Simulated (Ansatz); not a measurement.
The system is TiNi.

```xyz
2
Lattice="2.7358 0.0000 0.0000 0.0000 2.7358 0.0000 0.0000 0.0000 3.5814" Properties=species:S:1:pos:R:3 pbc="T T T"
Ni    0.0000    0.0000    0.0000
Ti    1.3679    1.3679    1.7907
```

The cell comes from a database or a generator and needn't be the stable form of this composition.

Base run:

```yaml
Program: Ansatz 0.2.0
Functional: PBEsol
Potentials_or_basis: Ansatz PAW
Cutoff: "420 eV (not typed: the program's choice for these potentials)"
k_mesh: 8 × 8 × 6
Occupations: fermi-dirac, width 0.05 eV
Spin: collinear spin, ferromagnetic start
Starting_moments: "[0.5, 0.5] μB"
Fixed_moment: 1 μB
```

Its results: pressure -4.9 GPa; site moments Ni +0.31; Ti +0.54 μB.

Task: The run is repeated on the same cell with these changes: fixed moment from 1 μB to 2.5 μB; moments at the start from [0.5, 0.5] to [1.25, 1.25]. What comes out?

Result: Pressure 2.0 GPa; site moments Ni +0.85; Ti +1.14 μB.

Caveats: the total moment is fixed, so each spin has its own Fermi level; the PAW data sets come from PBE, with cores solved anew for the run's functional, which leaves a small shift of forces and pressure; the thresholds are loose for stress.
